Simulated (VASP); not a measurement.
SiC:

```xyz
2
Lattice="0.0000 2.1193 2.1193 2.1193 0.0000 2.1193 2.1193 2.1193 0.0000" Properties=species:S:1:pos:R:3 pbc="T T T"
Si    0.0000    0.0000    0.0000
C     2.1193    2.1193    2.1193
```

The cell was built by a generator and needn't be a form met in nature.

- Program: VASP 6.6.1
- Task: relaxation of cell and atoms
- Functional: LDA
- Potentials or basis: VASP PAW LDA potentials, release 64 (Si, C)
- Cutoff: 600 eV
- k mesh: 12 × 12 × 12
- Occupations: gaussian, width 0.03 eV
- Spin: no spin polarisation

At the start: pressure -30.8 GPa; volume 9.52 Å³/atom.

**Question.** Where does the relaxation end?

**Answer.** Over 16 steps the energy falls by 164.8 meV/atom and the volume is 8.07 Å³/atom (-15.2 %); space group Fm-3m (No. 225, to 0.05 Å).

Step by step:
```tsv
step	energy change (eV)	largest force (eV/Å)	pressure (GPa)	volume (Å³)
1	0.0000	0.0000	-30.76	19.04
2	-0.1533	0.0000	37.50	14.43
3	-0.3295	0.0000	0.38	16.13
4	-0.3295	0.0000	-0.53	16.19
5	-0.3295	0.0000	-0.52	16.18
6	-0.3295	0.0000	-0.48	16.18
7	-0.3295	0.0000	-0.47	16.18
8	-0.3295	0.0000	-0.47	16.18
9	-0.3295	0.0000	-0.47	16.18
10	-0.3295	0.0000	-0.46	16.18
11	-0.3295	0.0000	-0.46	16.18
12	-0.3295	0.0000	-0.44	16.18
13	-0.3295	0.0000	-0.41	16.18
14	-0.3295	0.0000	-0.34	16.17
15	-0.3295	0.0000	-0.21	16.17
16	-0.3295	0.0000	0.09	16.15
```

Final structure:
```cif
data_structure
_symmetry_space_group_name_H-M 'P 1'
_symmetry_Int_Tables_number 1
_cell_length_a 2.8372
_cell_length_b 2.8372
_cell_length_c 2.8372
_cell_angle_alpha 60.000
_cell_angle_beta 60.000
_cell_angle_gamma 60.000
_cell_volume 16.15
loop_
_atom_site_label
_atom_site_type_symbol
_atom_site_fract_x
_atom_site_fract_y
_atom_site_fract_z
_atom_site_occupancy
Si1 Si 0.00000 0.00000 0.00000 1
C1 C 0.50000 0.50000 0.50000 1
```

Caveat: the volume moved by over 15 % at a fixed basis, so the end points are rough.
